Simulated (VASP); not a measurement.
# Hf (Im-3m) in VASP: settings compared, part 2 of 2

VASP 6.6.1. Earlier steps stand in the parts before.

## Step 4: Electric field gradients, LDA

INCAR reads:

```
  PREC = Accurate
  ENCUT = 520
  EDIFF = 1E-8
  ISMEAR = -1
  SIGMA = 0.05
  LREAL = F
  LASPH = T
  NELM = 100
  ALGO = Normal
  ISIF = 2
  LWAVE = F
  LCHARG = F
  LEFG = T
  NBANDS = 11
```

KPOINTS reads:

```
Automatic mesh
0
Gamma
  14 14 14
```

POSCAR reads:

```
Hf
1.0
   -1.7674920948      1.7674920948      1.7674920948
    1.7674920948     -1.7674920948      1.7674920948
    1.7674920948      1.7674920948     -1.7674920948
Hf
1
Direct
    0.0000000000      0.0000000000      0.0000000000
```

Potentials or basis: VASP PAW LDA potentials, release 64 (Hf_pv).

Started as:

```sh
$ cat potpaw_LDA.64/Hf_pv/POTCAR > POTCAR
$ mpirun -np 1 vasp_std > vasp.out
```

OUTCAR:

```text
PREC = Accurate
   ENCUT = 520
   EDIFF = 1E-8
   ISMEAR = -1
   LREAL = F
   LASPH = T
   NELM = 100
   ISIF = 2

 ion  position               nearest neighbor table
   1  0.000  0.000  0.000-

  LATTYP: Found a body centered cubic cell.
 ALAT       =     3.5349841896

  Lattice vectors:

 A1 = (  -1.7674920948,   1.7674920948,   1.7674920948)
 A2 = (   1.7674920948,  -1.7674920948,   1.7674920948)
 A3 = (   1.7674920948,   1.7674920948,  -1.7674920948)

[... 540 lines left out ...]
    total drift:                               -0.000000      0.000000      0.000000

  FREE ENERGIE OF THE ION-ELECTRON SYSTEM (eV)
  ---------------------------------------------------
  free  energy   TOTEN  =       -10.5140906893 eV

  energy  without entropy=      -10.4988478057  energy(sigma->0) =      -10.50646925

 Electric field gradients (V/A^2)
---------------------------------------------------------------------
 ion       V_xx      V_yy      V_zz      V_xy      V_xz      V_yz
---------------------------------------------------------------------
   1      -0.000     0.000     0.000    -0.000    -0.000    -0.000
---------------------------------------------------------------------

 Electric field gradients after diagonalization (V/A^2)
 (convention: |V_zz| > |V_xx| > |V_yy|)
----------------------------------------------------------------------
 ion       V_xx      V_yy      V_zz     asymmetry (V_yy - V_xx)/ V_zz
----------------------------------------------------------------------
   1       0.000     0.000    -0.001       0.000
----------------------------------------------------------------------

           NMR quadrupolar parameters

 Cq : quadrupolar parameter    Cq=e*Q*V_zz/h
 eta: asymmetry parameters     (V_yy - V_xx)/ V_zz
 Q  : nuclear electric quadrupole moment in mb (millibarn)
----------------------------------------------------------------------
 ion       Cq(MHz)       eta       Q (mb)
----------------------------------------------------------------------
   1      -0.000       0.000       1.000
----------------------------------------------------------------------
```

Wall time 12 s (1 thread of AMD EPYC 9R45 (Zen 5), shared host); peak memory 0.11 GiB.

Results:

```yaml
Free_energy: -10.5141 eV
Pressure: -7.9 GPa
Band_gap_on_the_k_mesh: none (metal or under the smearing width)
```

Levels at points of the mesh, in eV from the Fermi level:
```csv
k point,band 3,band 4,band 5,band 6,band 7,band 8
"(0.00, 0.00, 0.00)",-29.60,-6.99,1.47,1.47,1.47,4.30
"(0.50, 0.00, 0.00)",-29.60,-3.39,-0.55,1.28,4.13,5.13
"(0.50, 0.50, 0.50)",-30.21,-2.61,-2.61,6.82,6.82,6.82
```

Electric field gradients, principal values (V/Å²):
```csv
atom,Vxx,Vyy,Vzz
1 Hf,0.000,0.000,-0.001
```

The run has no spin-orbit coupling, so splittings on Hf are missing.

## Step 5: Electric field gradients, PBE (volume scaled by 1.04)

INCAR, as its differences from that of step 4:

```diff
@@ -7,3 +7,3 @@
   LASPH = T
-  NELM = 100
+  NELM = 60
   ALGO = Normal
@@ -12,2 +12,3 @@
   LCHARG = F
+  GGA = PE
   LEFG = T
```

KPOINTS is that of step 4.

POSCAR reads:

```
Hf
1.0
   -1.7907512370      1.7907512370      1.7907512370
    1.7907512370     -1.7907512370      1.7907512370
    1.7907512370      1.7907512370     -1.7907512370
Hf
1
Direct
    0.0000000000      0.0000000000      0.0000000000
```

Potentials or basis: VASP PAW PBE potentials, release 64 (Hf_pv).

Started as:

```sh
$ cat potpaw_PBE.64/Hf_pv/POTCAR > POTCAR
$ mpirun -np 1 vasp_std > vasp.out
```

OUTCAR:

```text
PREC = Accurate
   ENCUT = 520
   EDIFF = 1E-8
   ISMEAR = -1
   LREAL = F
   LASPH = T
   NELM = 60
   ISIF = 2
   GGA = PE

 ion  position               nearest neighbor table
   1  0.000  0.000  0.000-

  LATTYP: Found a body centered cubic cell.
 ALAT       =     3.5815024740

  Lattice vectors:

 A1 = (  -1.7907512370,   1.7907512370,   1.7907512370)
 A2 = (   1.7907512370,  -1.7907512370,   1.7907512370)
 A3 = (   1.7907512370,   1.7907512370,  -1.7907512370)

Analysis of symmetry for initial positions (statically):
=====================================================================
 Subroutine PRICEL returns:
 Original cell was already a primitive cell.

 Routine SETGRP: Setting up the symmetry group for a
 body centered cubic supercell.
[... 517 lines left out ...]
  in kB      -31.9849573    -31.9849573    -31.9849573     -0.0000000      0.0000000     -0.0000000
  external PRESSURE =     -31.9849573 kB  Pullay stress =       0.0000000 kB

 VOLUME and BASIS-vectors are now :
 -----------------------------------------------------------------------------
  energy-cutoff  :      520.00
  volume of cell :       22.97
      direct lattice vectors                 reciprocal lattice vectors
    -1.790751237  1.790751237  1.790751237     0.000000000  0.279212428  0.279212428
     1.790751237 -1.790751237  1.790751237     0.279212428  0.000000000  0.279212428
     1.790751237  1.790751237 -1.790751237     0.279212428  0.279212428  0.000000000

 POSITION                                       TOTAL-FORCE (eV/Angst)
 -----------------------------------------------------------------------------------
      0.00000      0.00000      0.00000         0.000000     -0.000000      0.000000
 -----------------------------------------------------------------------------------
    total drift:                               -0.000000      0.000000      0.000000

  FREE ENERGIE OF THE ION-ELECTRON SYSTEM (eV)
  ---------------------------------------------------
  free  energy   TOTEN  =        -9.7435696028 eV

  energy  without entropy=       -9.7260266819  energy(sigma->0) =       -9.73479814

 Electric field gradients (V/A^2)
---------------------------------------------------------------------
 ion       V_xx      V_yy      V_zz      V_xy      V_xz      V_yz
---------------------------------------------------------------------
   1      -0.000     0.000     0.000    -0.000    -0.000    -0.000
---------------------------------------------------------------------

 Electric field gradients after diagonalization (V/A^2)
 (convention: |V_zz| > |V_xx| > |V_yy|)
----------------------------------------------------------------------
 ion       V_xx      V_yy      V_zz     asymmetry (V_yy - V_xx)/ V_zz
----------------------------------------------------------------------
   1       0.000     0.000    -0.001       0.000
----------------------------------------------------------------------

           NMR quadrupolar parameters

 Cq : quadrupolar parameter    Cq=e*Q*V_zz/h
 eta: asymmetry parameters     (V_yy - V_xx)/ V_zz
 Q  : nuclear electric quadrupole moment in mb (millibarn)
----------------------------------------------------------------------
 ion       Cq(MHz)       eta       Q (mb)
----------------------------------------------------------------------
   1      -0.000       0.000       1.000
----------------------------------------------------------------------
```

Run time: 14 s. Hardware: 1 thread of AMD EPYC 9R45 (Zen 5), shared host; peak memory 0.12 GiB.

What came out:

```yaml
Free_energy: -9.7436 eV
Pressure: -3.2 GPa
Band_gap_on_the_k_mesh: none (metal or under the smearing width)
```

Electric field gradients, principal values (V/Å²):
```csv
atom,Vxx,Vyy,Vzz
1 Hf,0.000,0.000,-0.001
```

The run has no spin-orbit coupling, so splittings on Hf are missing.

## Step 6: The runs side by side

```csv
task,level,potentials or basis,cell,k mesh for the DOS,occupations for the DOS,gap on the mesh (eV),pressure (GPa)
density of states,LDA,"VASP PAW LDA potentials, release 64 (Hf_pv)",as given,21 × 21 × 21,tetrahedron,-,-
electric field gradients,LDA,"VASP PAW LDA potentials, release 64 (Hf_pv)","volume scaled by 0.95, PAW files",-,-,none,-2.9
electric field gradients,LDA,"VASP PAW LDA potentials, release 64 (Hf_pv)",as given,-,-,none,-7.9
electric field gradients,PBE,"VASP PAW PBE potentials, release 64 (Hf_pv)","functional pbe, volume scaled by 1.04, PAW files",-,-,none,-3.2
```

Alike in all rows: no spin polarisation; k mesh 14 × 14 × 14; cutoff (eV) 520; smearing fermi-dirac 0.05 eV.

Absolute energies hang on the potentials; compare differences alone.
